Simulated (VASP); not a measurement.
A run of VASP 6.6.1:

The input INCAR:

```
  ALGO = Normal
  EDIFF = 1E-6
  ENCUT = 520
  ISIF = 2
  ISMEAR = 0
  LASPH = T
  LCHARG = T
  LELF = T
  LMIXTAU = T
  LREAL = F
  LVACPOTAV = T
  LVHAR = T
  LWAVE = F
  METAGGA = R2SCAN
  NELM = 80
  PREC = Accurate
  SIGMA = 0.1
```

The input KPOINTS:

```
k-points
0
Gamma
  12 12 1
```

Contents of POSCAR:

```
Cu
1.0
    2.5561910140      0.0000000000      0.0000000000
    1.2780955070      2.2137263550      0.0000000000
    0.0000000000      0.0000000000     30.6969697850
Cu
9
Direct
    0.3333333333      0.3333333333      0.2280355374
    0.6666666667      0.6666666667      0.2960266530
    0.0000000000      0.0000000000      0.3640177687
    0.3333333333      0.3333333333      0.4320088843
    0.6666666667      0.6666666667      0.5000000000
    0.0000000000      0.0000000000      0.5679911157
    0.3333333333      0.3333333333      0.6359822313
    0.6666666667      0.6666666667      0.7039733470
    0.0000000000      0.0000000000      0.7719644626
```

Potentials or basis: VASP PAW PBE potentials, release 64 (Cu).

The run is started by

```bash
$ cat potpaw_PBE.64/Cu/POTCAR > POTCAR
$ mpirun -np 1 vasp_std > vasp.out
```

Hardware: 1 thread of Intel(R) Xeon(R) 6975P-C (Granite Rapids) (shared host).

Question: How long does it take, and how much memory?

Answer: It took 30 min on 1 thread of Intel(R) Xeon(R) 6975P-C (Granite Rapids), on a shared host, peak memory 0.4 GiB. Counts: scf iterations 58, k points 19.
